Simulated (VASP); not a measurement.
## Nb: single point with PBEsol

Crystal: Nb.

```
CELL_PARAMETERS angstrom
4.17977 0.00000 0.00000
0.00000 4.17977 0.00000
0.00000 0.00000 4.17977
ATOMIC_POSITIONS crystal
Nb 0.00000 0.00000 0.00000
Nb 0.00000 0.50000 0.50000
Nb 0.50000 0.00000 0.50000
Nb 0.50000 0.50000 0.00000
```

The cell was built by a generator and needn't be a form met in nature.

```yaml
Program: VASP 6.6.1
Task: single point
Functional: PBEsol
Potentials_or_basis: VASP PAW PBE potentials, release 64 (Nb_sv)
Cutoff: 520 eV
k_mesh: 5 × 5 × 5
Occupations: fermi-dirac, width 0.1 eV
Spin: no spin polarisation
Dipole_correction: no
Further_INCAR_settings: ALGO = Fast; EDIFF = 1e-06; NBANDS = 34
```

```json
{"Pressure": "-0.4 GPa", "Band gap on the k mesh": "none (metal or under the smearing width)"}
```

Levels at points of the mesh, in eV from the Fermi level:
```
           k point  band 22  band 23  band 24  band 25  band 26  band 27  band 28  band 29
(0.00, 0.00, 0.00)    -3.40    -3.40     0.14     0.14     0.14     2.83     2.83     3.80
```

It took 31 s on 1 thread of Intel(R) Xeon(R) Platinum 8488C (Sapphire Rapids) (shared host), peak memory 0.17 GiB.

Caveat: the PAW data sets were made with another functional, which shifts forces and pressure a little.
